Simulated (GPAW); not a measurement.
# TiCo3 (Pm-3m) in GPAW: reference runs

Aim: a first look at TiCo3 with PBEsol, on the cell as given.

Program: GPAW 26.7.0. These are calculated values, not measurements. Logs are shortened: lines on timing, memory, paths and dates and some standing lists are left out, and cuts for length are marked. The log counts tension as positive stress, the text compression.

### 1 Starting point

Symmetry: Pm-3m, No. 221, cubic system. Conventional cell: a = 3.571 Å, b = 3.571 Å, c = 3.571 Å, α = 90.00°, β = 90.00°, γ = 90.00°. Co (site symmetry 4/mmm) is surrounded by 8 Co at 2.53 Å and 4 Ti at 2.53 Å. Ti (site symmetry m-3m) has 12 Co at 2.53 Å as nearest neighbours.

### 2 Single point, PBEsol, collinear spin, ferromagnetic start

run.py

```python
from ase import Atoms
from ase.dft.bandgap import bandgap
from ase.io import write
from ase.units import Bohr, GPa
from gpaw import GPAW, PW, setup_paths
from gpaw.elf import elf_from_dft_calculation

setup_paths.insert(0, '.')

atoms = Atoms(['Co', 'Co', 'Co', 'Ti'],
              cell=[[3.571, 0.0, 0.0],
                    [0.0, 3.571, 0.0],
                    [0.0, 0.0, 3.571]],
              scaled_positions=[[0.5, 0.5, 0.0],
                                [0.5, 0.0, 0.5],
                                [0.0, 0.5, 0.5],
                                [0.0, 0.0, 0.0]],
              pbc=True)
atoms.set_initial_magnetic_moments([2.0, 2.0, 2.0, 1.0])

calc = GPAW(mode=PW(600),
            xc='PBEsol',
            kpts={'size': (8, 8, 8), 'gamma': True},
            occupations={'name': 'fermi-dirac', 'width': 0.05},
            nbands=39,
            convergence={'density': 1e-05, 'energy': 1e-05},
            maxiter=150,
            txt='gpaw.txt')
atoms.calc = calc
energy = atoms.get_potential_energy()
forces = atoms.get_forces()
stress = atoms.get_stress()
calc.write('gs.gpw')
write('result.traj', atoms)
print(f'Energy: {energy:.6f} eV')
print('Forces (eV/A):')
print(forces.round(4))
print('Stress (GPa):', (stress / GPa).round(3))
print('Moments:', calc.get_magnetic_moments().round(3))
print('Fermi level:', round(calc.get_fermi_level(), 4), 'eV')
print(f'Gap: {bandgap(calc)[0]:.4f} eV, direct: {bandgap(calc, direct=True)[0]:.4f} eV')

# fields on the real-space grid
write('density.cube', atoms, data=calc.get_pseudo_density() * Bohr**3)
write('potential.cube', atoms, data=calc.get_electrostatic_potential())
write('spin.cube', atoms, data=(calc.get_pseudo_density(spin=0) - calc.get_pseudo_density(spin=1)) * Bohr**3)
write('elf.cube', atoms, data=elf_from_dft_calculation(calc).data)
```

Potentials or basis: PAW data sets generated in the run's folder for this functional, pw.

Launch:

```console
$ gpaw-setup -f PBEsol Co Ti
$ OMP_NUM_THREADS=1 python run.py
```

gpaw.txt:

```text
__  _  _
 | _ |_)|_||  |
 |__||  | ||/\| - 26.7.0

Input parameters:
  mode=PW(ecut=600.0),
  convergence={'density': 1e-05, 'energy': 1e-05},
  kpts=MonkhorstPack(size=(8, 8, 8), gamma=True),
  maxiter=150,
  nbands=39,
  occupations=Occupations(name='fermi-dirac', width=0.05),
  xc=XC(name='PBEsol')

Diagonalizing LCAO Hamiltonian
Converting LCAO to pw mode
   .--------.
  /|        |
 * |        |
 |Co        |
 | .-Co-----.
 |/   Co   /
 Ti-------*

Atoms  # Å, Bohr magnetons
|   | symbol |        x |        y |        z |    initial magnetic moments |
|---|--------|----------|----------|----------|-----------------------------|
| 0 |     Co | 1.785500 | 1.785500 | 0.000000 | ( 0.0000,  0.0000,  2.0000) |
| 1 |     Co | 1.785500 | 0.000000 | 1.785500 | ( 0.0000,  0.0000,  2.0000) |
| 2 |     Co | 0.000000 | 1.785500 | 1.785500 | ( 0.0000,  0.0000,  2.0000) |
| 3 |     Ti | 0.000000 | 0.000000 | 0.000000 | ( 0.0000,  0.0000,  1.0000) |

Unit cell  # Å
| periodic |        x |        y |        z |  lengths |    angles |
|----------|----------|----------|----------|----------|-----------|
|      yes | 3.571000 | 0.000000 | 0.000000 | 3.571000 | 90.000000 |
|      yes | 0.000000 | 3.571000 | 0.000000 | 3.571000 | 90.000000 |
|      yes | 0.000000 | 0.000000 | 3.571000 | 3.571000 | 90.000000 |

Number of symmetries: 48
Symmetry operations  # r_c * U_cc + t_c -> r_c
|    | kind |            matrix            |
|----|------|------------------------------|
|  0 |  E   |  1, 0, 0,  0, 1, 0,  0, 0, 1 |
|  1 |  σ   |  1, 0, 0,  0, 1, 0,  0, 0,-1 |
|  2 |  σ   |  1, 0, 0,  0, 0, 1,  0, 1, 0 |
|  3 |  C4  |  1, 0, 0,  0, 0, 1,  0,-1, 0 |
|  4 |  C4  |  1, 0, 0,  0, 0,-1,  0, 1, 0 |
|  5 |  σ   |  1, 0, 0,  0, 0,-1,  0,-1, 0 |
|  6 |  σ   |  1, 0, 0,  0,-1, 0,  0, 0, 1 |
|  7 |  C2  |  1, 0, 0,  0,-1, 0,  0, 0,-1 |
|  8 |  σ   |  0, 1, 0,  1, 0, 0,  0, 0, 1 |
|  9 |  C2  |  0, 1, 0,  1, 0, 0,  0, 0,-1 |
| 10 |  C3  |  0, 1, 0,  0, 0, 1,  1, 0, 0 |
| 11 |  S6  |  0, 1, 0,  0, 0, 1, -1, 0, 0 |
| 12 |  S6  |  0, 1, 0,  0, 0,-1,  1, 0, 0 |
| 13 |  C3  |  0, 1, 0,  0, 0,-1, -1, 0, 0 |
| 14 |  C4  |  0, 1, 0, -1, 0, 0,  0, 0, 1 |
| 15 |  S4  |  0, 1, 0, -1, 0, 0,  0, 0,-1 |
| 16 |  C3  |  0, 0, 1,  1, 0, 0,  0, 1, 0 |
| 17 |  S6  |  0, 0, 1,  1, 0, 0,  0,-1, 0 |
| 18 |  σ   |  0, 0, 1,  0, 1, 0,  1, 0, 0 |
| 19 |  C4  |  0, 0, 1,  0, 1, 0, -1, 0, 0 |
| 20 |  C2  |  0, 0, 1,  0,-1, 0,  1, 0, 0 |
| 21 |  S4  |  0, 0, 1,  0,-1, 0, -1, 0, 0 |
| 22 |  S6  |  0, 0, 1, -1, 0, 0,  0, 1, 0 |
| 23 |  C3  |  0, 0, 1, -1, 0, 0,  0,-1, 0 |
| 24 |  S6  |  0, 0,-1,  1, 0, 0,  0, 1, 0 |
| 25 |  C3  |  0, 0,-1,  1, 0, 0,  0,-1, 0 |
| 26 |  C4  |  0, 0,-1,  0, 1, 0,  1, 0, 0 |
| 27 |  σ   |  0, 0,-1,  0, 1, 0, -1, 0, 0 |
| 28 |  S4  |  0, 0,-1,  0,-1, 0,  1, 0, 0 |
| 29 |  C2  |  0, 0,-1,  0,-1, 0, -1, 0, 0 |
| 30 |  C3  |  0, 0,-1, -1, 0, 0,  0, 1, 0 |
| 31 |  S6  |  0, 0,-1, -1, 0, 0,  0,-1, 0 |
| 32 |  C4  |  0,-1, 0,  1, 0, 0,  0, 0, 1 |
| 33 |  S4  |  0,-1, 0,  1, 0, 0,  0, 0,-1 |
| 34 |  S6  |  0,-1, 0,  0, 0, 1,  1, 0, 0 |
| 35 |  C3  |  0,-1, 0,  0, 0, 1, -1, 0, 0 |
| 36 |  C3  |  0,-1, 0,  0, 0,-1,  1, 0, 0 |
| 37 |  S6  |  0,-1, 0,  0, 0,-1, -1, 0, 0 |
| 38 |  σ   |  0,-1, 0, -1, 0, 0,  0, 0, 1 |
| 39 |  C2  |  0,-1, 0, -1, 0, 0,  0, 0,-1 |
| 40 |  σ   | -1, 0, 0,  0, 1, 0,  0, 0, 1 |
| 41 |  C2  | -1, 0, 0,  0, 1, 0,  0, 0,-1 |
| 42 |  C2  | -1, 0, 0,  0, 0, 1,  0, 1, 0 |
| 43 |  S4  | -1, 0, 0,  0, 0, 1,  0,-1, 0 |
| 44 |  S4  | -1, 0, 0,  0, 0,-1,  0, 1, 0 |
| 45 |  C2  | -1, 0, 0,  0, 0,-1,  0,-1, 0 |
| 46 |  C2  | -1, 0, 0,  0,-1, 0,  0, 0, 1 |
| 47 |  i   | -1, 0, 0,  0,-1, 0,  0, 0,-1 |

BZ-sampling:
  Number of BZ points: 512
  Number of IBZ points: 35

  Monkhorst-Pack size: [8, 8, 8]
  Monkhorst-Pack shift: [0.0625, 0.0625, 0.0625]

K-points  # in reciprocal-cell coordinates
|     |                                coordinates |     weight |
|-----|--------------------------------------------|------------|
|   0 | (  0.00000000,   0.00000000,   0.00000000) | 0.00195312 |
|   1 | (  0.12500000,   0.00000000,   0.00000000) | 0.01171875 |
|   2 | (  0.12500000,   0.12500000,   0.00000000) | 0.02343750 |
|   3 | (  0.12500000,   0.12500000,   0.12500000) | 0.01562500 |
|   4 | (  0.25000000,   0.00000000,   0.00000000) | 0.01171875 |
|   5 | (  0.25000000,   0.12500000,   0.00000000) | 0.04687500 |
|   6 | (  0.25000000,   0.12500000,   0.12500000) | 0.04687500 |
|   7 | (  0.25000000,   0.25000000,   0.00000000) | 0.02343750 |
|   8 | (  0.25000000,   0.25000000,   0.12500000) | 0.04687500 |
|   9 | (  0.25000000,   0.25000000,   0.25000000) | 0.01562500 |
| ... |                                            |            |
|  34 | (  0.50000000,   0.50000000,   0.50000000) | 0.00195312 |

Plane wave coefficients: 1568
Cutoff: 600.0 eV

Spin-components: 2 (collinear spins)
Bands:           39
Projectors:      24
Spin-degeneracy: 1
Datatype:        complex128

Parallelization:
  kpt:    1
  domain: 1
  band:   1

Density:
  Valence electrons: 39.0
  Components: 2
  Grid points: [21 21 21]
  Charge: 0.0  # |e|

Potential:
  Grid points: [21 21 21]

species:
  Co:
    name:    Cobalt
    Z:       27.0
    valence: 9
    core:    18
    charge:  0.0  # [|e|]
    compensation charges:
      type: gauss
      rc: 0.32  # [Å]
      lmax: 2
    cutoffs:
      filter: 1.87  # [Å]
      core: 2.55  # [Å]
    projectors
    | kind |    occ | energy [eV] | rcut [Å] |
    |------|--------|-------------|----------|
    |   4s |  2.000 |      -5.488 |    1.005 |
    |   4p |  0.000 |      -1.248 |    1.058 |
    |   3d |  7.000 |      -8.230 |    1.005 |
    |    s |        |      21.723 |    1.005 |
    |    p |        |      25.963 |    1.058 |
    |    d |        |      18.981 |    1.005 |

    Using partial waves for Co as LCAO basis

  Ti:
    name:    Titanium
    Z:       22.0
    valence: 12
    core:    10
    charge:  0.0  # [|e|]
    compensation charges:
      type: gauss
      rc: 0.38  # [Å]
      lmax: 2
    cutoffs:
      filter: 2.23  # [Å]
      core: 1.02  # [Å]
    projectors
    | kind |    occ | energy [eV] | rcut [Å] |
    |------|--------|-------------|----------|
    |   3s |  2.000 |     -62.441 |    1.270 |
    |   4s |  2.000 |      -4.477 |    1.270 |
    |   3p |  6.000 |     -38.776 |    1.058 |
    |   4p |  0.000 |      -1.449 |    1.058 |
    |   3d |  2.000 |      -4.275 |    1.058 |
    |    d |        |      22.937 |    1.058 |

    Using partial waves for Ti as LCAO basis

Reference energy: -136804.329123  # eV

eigensolver:
  PPCG
  Converge bands: occupied
  niter=2

density mixing:
  MSR1-Mixer
  Pratt-step length: 0.05
  Maximum mixing coefficient: 0.75
  Old densities: 10
  SVD Regularization: 0.005
  Good broyden scale: 1.0
  Trust region scale: 1.0
  Backstep threshold: 4.0
  History deletion threshold: 6.0
  Fourier metric: weight=20.0, sigma=0.015

occupation numbers:
  Fermi-Dirac:
    width: 0.0500  # eV

poisson solver:
  ecut: 4800.0  # eV

xc functional:
  name: PBEsol with 2 nearest neighbor stencil

convergence criteria:
- Maximum integral of absolute [dens]ity change: 1e-05 electrons / valence electron
- Maximum [total energy] change in last 3 cyles: 1e-05 eV / valence electron
- Maximum integral of absolute [eigenst]ate change: 4e-08 eV^2 / valence electron
maximum number of iterations: 150

SCF iterations
|iter     | |      energy | eigst |  dens |  magmom |
|---------|-|-------------|-------|-------|---------|
|iter:   1| |  -34.944841 | +0.37 |       |  +7.0134|
|iter:   2| |  -34.880156 | -1.82 | -0.81 |  +6.8079|
|iter:   3| |  -35.495118 | -1.37 | -0.85 |  +5.1351|
|iter:   4| |  -35.154453 | -2.35 | -0.89 |  +3.9364|
|iter:   5| |  -35.215063 | -2.51 | -1.32 |  +3.3228|
|iter:   6| |  -35.199153 | -3.21 | -1.51 |  +2.6849|
|iter:   7| |  -35.198964 | -4.26 | -2.29 |  +2.5299|
|iter:   8| |  -35.198952c| -4.90 | -2.64 |  +2.4957|
|iter:   9| |  -35.198963c| -5.57 | -2.97 |  +2.5077|
|iter:  10| |  -35.198855c| -5.98 | -3.25 |  +2.5029|
|iter:  11| |  -35.198728c| -6.18 | -3.62 |  +2.4912|
|iter:  12| |  -35.198707c| -7.63c| -4.02 |  +2.4880|
|iter:  13| |  -35.198719c| -8.02c| -4.53 |  +2.4886|
|iter:  14| |  -35.198721c| -8.61c| -5.18c|  +2.4887|

Converged in 14 steps
Energy contributions relative to reference atoms: (reference = -136804.329123)

Energy contributions:
  Kinetic:          30.157911
  Coulomb:         -25.422273
  Zero:             -0.077470
  External:          0.000000
  Xc:              -39.835353
  Entropy:          -0.043070
  Spinorbit:         0.000000
  ----------------------------
  Free energy:     -35.220256
  Extrapolated:    -35.198721

dipole moment: (-21.104718, -21.104718, -21.104718)  # |e|*Ang

Total magnetic moment: (0.000000, 0.000000, 2.488749)

Local magnetic moments
|        x |        y |         z |
|----------|----------|-----------|
| 0.000000 | 0.000000 |  0.998955 |  # Co   0
| 0.000000 | 0.000000 |  0.998955 |  # Co   1
| 0.000000 | 0.000000 |  0.998955 |  # Co   2
| 0.000000 | 0.000000 | -0.295366 |  # Ti   3

Fermi level: 10.650
Eigenvalues  # (at kpt = [0.000, 0.000, 0.000])
| band index |      eig [eV] | occ [0-1] |      eig [eV] | occ [0-1] |
|------------|---------------|-----------|---------------|-----------|
|          0 |       -45.387 |     1.000 |       -45.697 |     1.000 |
|        ... |               |           |               |           |
|          8 |         6.795 |     1.000 |         7.377 |     1.000 |
|          9 |         6.795 |     1.000 |         7.377 |     1.000 |
|         10 |         6.795 |     1.000 |         7.377 |     1.000 |
|         11 |         8.964 |     1.000 |         9.705 |     1.000 |
|         12 |         8.964 |     1.000 |         9.705 |     1.000 |
|         13 |         8.964 |     1.000 |         9.705 |     1.000 |
|         14 |         9.877 |     1.000 |        11.054 |     0.000 |
|         15 |         9.877 |     1.000 |        11.054 |     0.000 |
|         16 |        10.412 |     0.992 |        11.647 |     0.000 |
|         17 |        10.723 |     0.188 |        11.832 |     0.000 |
|         18 |        10.723 |     0.188 |        11.832 |     0.000 |
|         19 |        10.723 |     0.188 |        11.832 |     0.000 |
|         20 |        12.954 |     0.000 |        13.346 |     0.000 |
|         21 |        12.954 |     0.000 |        13.346 |     0.000 |
|         22 |        13.774 |     0.000 |        13.762 |     0.000 |
|        ... |               |           |               |           |
|         38 |        37.458 |     0.000 |        37.382 |     0.000 |

No gap
No difference between direct/indirect transitions

Forces  # eV/Ang
|        x |        y |        z |
|----------|----------|----------|
|  0.00000 |  0.00000 | -0.00000 |  # Co   0
|  0.00000 | -0.00000 |  0.00000 |  # Co   1
| -0.00000 |  0.00000 |  0.00000 |  # Co   2
| -0.00000 |  0.00000 | -0.00000 |  # Ti   3

Stress tensor  # eV/Ang^3
|        x |        y |        z |
|----------|----------|----------|
| 0.023362 | 0.000000 | 0.000000 |
| 0.000000 | 0.023362 | 0.000000 |
| 0.000000 | 0.000000 | 0.023362 |

# Writing to gs.gpw (mode='')
```

Wall time 1.7 min (1 thread of Arm Neoverse V2, shared host); peak memory 0.23 GiB.

What came out:

```
Free energy            : -35.2203 eV
Pressure               : -3.7 GPa
Band gap on the k mesh : none (metal or under the smearing width)
Net moment             : 2.49 μB per cell
Site moments           : Co +1.00; Ti -0.30 μB
```

Levels at points of the mesh, in eV from the Fermi level:
Spin up:
| k point | band 18 | band 19 | band 20 | band 21 | band 22 | band 23 | band 24 | band 25 |
| --- | --- | --- | --- | --- | --- | --- | --- | --- |
| (0.00, 0.00, 0.00) | 0.07 | 0.07 | 0.07 | 2.30 | 2.30 | 3.12 | 3.12 | 3.12 |
| (0.50, 0.00, 0.00) | -1.09 | -1.09 | -0.63 | 0.07 | 1.12 | 1.12 | 1.70 | 2.53 |
| (0.50, 0.50, 0.00) | -1.49 | -1.42 | -0.95 | -0.86 | 1.65 | 1.65 | 1.65 | 1.65 |
| (0.50, 0.50, 0.50) | -0.16 | -0.16 | -0.16 | 0.66 | 0.66 | 0.66 | 1.87 | 1.87 |
Spin down:
```tsv
k point	band 14	band 15	band 16	band 17	band 18	band 19	band 20	band 21	band 22	band 23
(0.00, 0.00, 0.00)	-0.95	0.40	0.40	1.00	1.18	1.18	1.18	2.70	2.70	3.11
(0.50, 0.00, 0.00)	-1.85	-0.67	-0.35	-0.22	-0.22	-0.04	0.59	1.18	1.18	1.18
(0.50, 0.50, 0.00)	-1.68	-1.42	-1.26	-0.42	-0.36	-0.36	-0.06	0.09	1.70	1.70
(0.50, 0.50, 0.50)	-0.90	-0.75	-0.75	-0.26	0.57	0.57	0.57	0.99	0.99	0.99
```
